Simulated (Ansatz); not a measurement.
Ansatz input file:

```yaml
crystal:
  lattice:
    - [8.0601468066, 0.0, 0.0]
    - [-4.0300734033, 6.9802918927, 0.0]
    - [0.0, 0.0, 23.6431764433]
  atoms:
    - { symbol: H, position: [0.3333333333, 0.1666666667, 0.6402468761], spin: 1.0 }
basis:
  ecutwfc: 420
kpoints:
  mp_grid: { grid: [3, 3, 1] }
hamiltonian:
  xc: pbe
  dispersion: d3bj
scf:
  occupations: { method: gaussian, width: 0.1 }
output:
  forces: true
  eigenvalues: true
  populations: true
  write_density: true
  volumetric_format: npy
magnetization:
  spin_polarized: true
efield:
  axis: 3
  dipole_correction: true
  ramp_width: 0.04
```

Run as
```bash
ansatz run input.yaml --threads 8 --pin off --max-ram 20480MiB --backend cpu --events-out ev --progress --plain --runs-dir out
```

The calculation used Ansatz 0.2.0, DFT PBE+D3(BJ), scalar-relativistic, plane waves, PAW.

Part of what the program printed, abridged:

```
Pseudopotentials: kind: paw
Pseudopotential: H, paw, valence charge 1, recommended cutoff 420 eV (normal)
Functional definition: PBE
Crystal: 1 atom, lattice volume = 1330.217 Å³
Basis set: ecut = 420 eV, 26041 PW (Γ), exchange–correlation on 108×108×320 points (8 copies of the dense FFT grid, shifted against one another)
Bands: 5, of which v1, the nominal top of the filled ones, is band 1 counted from 1 (0 counted from 0)
Symmetry: 12 space group operations
k-points: 3 of 9
Initial density: superposition of atomic densities (neutral atoms: chi_scale 0, normalization atom)
Starting moments: Σ|m| = 1 μB on 1 of 1 site
Initial wavefunctions: pseudopotential atomic-orbital guess
Functional: x = pbe(κ = 0.804, μ = 0.21951497), c = pbe(β = 0.06672455)
SCF iter   1: F=—  HF=-13.580044 eV  |F-HF|=—  |Δ(HF+E_count)|=         —  Δρ=1.51e-3 (↑1.51e-3 ↓3.24e-4) dr2=1.66e-2  dr2_m=1.01e-2  M=1.000 μB ∫|m|=1.007 μB  β_m=1.00  ethr=1.68e-3  p= 0.000 e·Å  D=-2.18e-8 V/Å  ΔV_dip=0.00 eV  dr2_dipole=4.92e-14  V_vac-E_F(+/−)=5.48/5.48 eV  ⟨swp⟩=1.0  Hψ=379  notcnv=0
efield: sawtooth ramp at fractional position 0.1202 (placed from the atoms, in the widest stretch of the axis that holds none; the zero of the levels goes with the place), width 0.0400; the density the first Hamiltonian is built on has a dipole p =  0.000 e·Å; the dipole correction subtracts the counter field D = -2.18e-8 V/Å, which shifts the + side's vacuum level by +0.00 eV against the − side's; the planar-averaged density in the ramp window peaks in size at 4.6e-8 e/Å³
SCF iter   2: F=—  HF=-13.599051 eV  |F-HF|=—  |Δ(HF+E_count)|=   1.90e-2  Δρ=8.81e-4 (↑8.81e-4 ↓5.81e-5) dr2=8.73e-3  dr2_m=2.35e-3  M=1.000 μB ∫|m|=1.007 μB  β_m=1.00  ethr=1.66e-3  p= 0.000 e·Å  D=-5.65e-8 V/Å  ΔV_dip=0.00 eV  dr2_dipole=3.40e-17  V_vac-E_F(+/−)=4.34/4.34 eV  ⟨swp⟩=3.0  Hψ=116  notcnv=0  κ⁻¹=1.0e0(r=1)
SCF iter   3: F=—  HF=-13.600053 eV  |F-HF|=—  |Δ(HF+E_count)|=   1.00e-3  Δρ=1.56e-4 (↑1.56e-4 ↓1.74e-18) dr2=2.83e-4  dr2_m=7.43e-5  M=1.000 μB ∫|m|=1.007 μB  β_m=0.30  ethr=8.73e-4  p= 0.000 e·Å  D=-5.35e-8 V/Å  ΔV_dip=0.00 eV  dr2_dipole=3.84e-15  V_vac-E_F(+/−)=3.93/3.93 eV  ⟨swp⟩=4.3  Hψ=108  notcnv=0  κ⁻¹=1.1e-4(r=2)
SCF iter   4: F=—  HF=-13.600729 eV  |F-HF|=—  |Δ(HF+E_count)|=   6.76e-4  Δρ=4.39e-5 (↑4.39e-5 ↓8.16e-6) dr2=1.95e-5  dr2_m=6.18e-6  M=1.000 μB ∫|m|=1.007 μB  β_m=1.00  ethr=2.83e-5  p= 0.000 e·Å  D=-4.44e-8 V/Å  ΔV_dip=0.00 eV  dr2_dipole=1.19e-15  V_vac-E_F(+/−)=4.00/4.00 eV  ⟨swp⟩=3.7  Hψ=89  notcnv=0  κ⁻¹=1.1e-6(r=3)
SCF iter   5: F=—  HF=-13.601764 eV  |F-HF|=—  |Δ(HF+E_count)|=   1.03e-3  Δρ=6.85e-6 (↑6.85e-6 ↓8.71e-7) dr2=4.22e-7  dr2_m=1.46e-7  M=1.000 μB ∫|m|=1.007 μB  β_m=1.00  ethr=1.95e-6  p= 0.000 e·Å  D=-2.89e-8 V/Å  ΔV_dip=0.00 eV  dr2_dipole=6.19e-17  V_vac-E_F(+/−)=3.95/3.95 eV  ⟨swp⟩=2.7  Hψ=60  notcnv=0  κ⁻¹=1.1e-8(r=4)
SCF iter   6: F=—  HF=-13.602236 eV  |F-HF|=—  |Δ(HF+E_count)|=   4.72e-4  Δρ=3.40e-6 (↑3.40e-6 ↓2.21e-7) dr2=1.16e-7  dr2_m=3.51e-8  M=1.000 μB ∫|m|=1.007 μB  β_m=1.20  ethr=4.22e-8  p= 0.000 e·Å  D=-2.36e-8 V/Å  ΔV_dip=0.00 eV  dr2_dipole=6.00e-17  V_vac-E_F(+/−)=3.96/3.96 eV  ⟨swp⟩=2.2  Hψ=62  notcnv=0
Mixer restart at iter 6: flushing history
spin-set hold released at iteration 6 (site moments contracting): the magnetisation degrees of freedom join the quasi-Newton model from the next iteration; the mixer history was flushed
SCF iter   7: F=—  HF=-13.602569 eV  |F-HF|=—  |Δ(HF+E_count)|=   3.34e-4  Δρ=1.53e-6 (↑1.35e-6 ↓1.53e-6) dr2=7.62e-8  dr2_m=1.65e-10  M=1.000 μB ∫|m|=1.007 μB  β_m=1.20  ethr=1.00e-8  p= 0.000 e·Å  D=-2.48e-8 V/Å  ΔV_dip=0.00 eV  dr2_dipole=5.39e-17  V_vac-E_F(+/−)=3.96/3.96 eV  ⟨swp⟩=6.2  Hψ=330  notcnv=0  κ⁻¹=1.0e0(r=1)
density mixer auto → broyden: gapped, with few screened modes (density of states about μ 0.00 of a free-electron gas's, 6 screened modes)
SCF iter   8: F=—  HF=-13.602887 eV  |F-HF|=—  |Δ(HF+E_count)|=   3.18e-4  Δρ=1.00e-6 (↑1.00e-6 ↓8.00e-7) dr2=2.67e-8  dr2_m=1.34e-10  M=1.000 μB ∫|m|=1.007 μB  β_m=1.20  ethr=7.62e-9  p= 0.000 e·Å  D=-2.64e-8 V/Å  ΔV_dip=0.00 eV  dr2_dipole=7.61e-18  V_vac-E_F(+/−)=3.96/3.96 eV  ⟨swp⟩=5.7  Hψ=273  notcnv=0  κ⁻¹=3.0e-1(r=2)
SCF iter   9: F=—  HF=-13.603448 eV  |F-HF|=—  |Δ(HF+E_count)|=   5.61e-4  Δρ=1.33e-7 (↑1.20e-7 ↓1.33e-7) dr2=1.37e-10  dr2_m=1.17e-10  M=1.000 μB ∫|m|=1.007 μB  β_m=1.20  ethr=2.67e-9  p= 0.000 e·Å  D=-2.82e-8 V/Å  ΔV_dip=0.00 eV  dr2_dipole=2.14e-17  V_vac-E_F(+/−)=3.96/3.96 eV  ⟨swp⟩=6.3  Hψ=399  notcnv=0  κ⁻¹=3.2e-3(r=3)
SCF iter  10: F=-13.603478 eV  HF=-13.603453 eV  |F-HF|=2.47e-5  |Δ(HF+E_count)|=   5.42e-6  Δρ=4.73e-8 (↑4.73e-8 ↓4.18e-8) dr2=3.94e-11  dr2_m=2.94e-12  M=1.000 μB ∫|m|=1.007 μB  ethr=1.37e-11  p= 0.000 e·Å  D=-2.75e-8 V/Å  ΔV_dip=0.00 eV  dr2_dipole=1.38e-17  V_vac-E_F(+/−)=3.96/3.96 eV  ⟨swp⟩=4.0  Hψ=220  notcnv=0
SCF 1 converged in 10 iterations: F = -13.603478 eV  dr2 = 3.94e-11
spin ↓ holds no electrons, and the run's convergence does not pin that spin's levels, which the band table publishes (output.eigenvalues, Limitations); what a second solve found of them stands under bands.shift_under_output_density in the report
this state was not tested for a lower state beside it, because the mixer in use, unlike msr1, does not test its closes by its own steps (another_mixer; see scf.mixing.algorithm and scf.lower_state_search)
SCF converged after 10 iterations
Magnetization: 1.0000 μB (1.0000 up, 0.0000 down)
Absolute magnetization: 1.0073 μB (∫|ρ↑−ρ↓|, with the PAW one-centre terms)
Spin contamination: 0.0000 ħ² per cell (⟨S²⟩ above its minimum at these occupations)
Per-site moments (μB) at R_I (Å): [(0.99961804, 3.32481055)]
Free energy (F): -13.603478 eV
Harris-Foulkes:  -13.603453 eV  (|F-HF|=2.47e-5)
Internal energy: -13.603478 eV  (E = F + TS)
E sigma→0 (E₀):  -13.603478 eV
Fermi energy:    -3.936736 eV
Dipole field:    D =  0.000000 V/Å  (p =  0.000000 e·Å, saw-weighted, corrected)
Work function:   Φ+ = 3.9573 eV   Φ− = 3.9573 eV
Levels:          The Fermi level and band energies are counted from a zero that moves with the ramp; work functions are not
--- Per-component energies (eV) ---
  E_band       = -7.573477
  E_kinetic    = 11.875316
  E_local      = -25.550879  (includes V_loc(G=0)·N_el)
  E_nonlocal   = 1.259492
  E_hartree    = 7.761870
  E_xc         = -7.908478
  E_vxc        = -10.128956  (∫ρ·V_xc dr)
  E_paw        = -0.444521  (= ΣΔE_a)
  E_vpaw       = -0.551306  (= ΣTr[D̂ρ^β])
  E_aug_tail   = -0.000933  (compensation charges beyond the density's cutoff)
  E_efield     = 0.000000  (sawtooth field / dipole correction)
  E_vefield    = 0.000000  (∫n·V_field dr)
  E_ewald      = -0.595292
  E_disp       = -0.000054  (pairwise vdW)
  E_smearing   =  0.000000  (= −TS)
--- Forces (eV/Å), atoms counted from 1 ---
  atom   1  H      0.00000000     0.00000000     0.00000008
--- Band table (eV; the first three rows and the last of 6) ---
  k-point 0 ↑: bands = ["-7.5744", "-0.3031", "0.0217", "0.1461", "0.7191"]
  k-point 1 ↑: bands = ["-7.5735", "-0.0702", "0.3413", "0.4625", "0.7762"]
  k-point 2 ↑: bands = ["-7.5730", "0.3408", "0.3408", "0.7391", "0.7519"]
  k-point 2 ↓: bands = ["1.0359", "1.0359", "1.0661", "1.3018", "1.3018"]
--- Löwdin populations: 1 site ---
  site symbol q [e]    m [muB]
     0      H      0.9976     0.9976
  spilling = 0.002415 (of n_electrons = 1.000000)
```

The calculation finished and met its thresholds.

Time: 3.9 s on 8 threads of Arm Neoverse V1, with other jobs on the host, peak memory 1 GiB.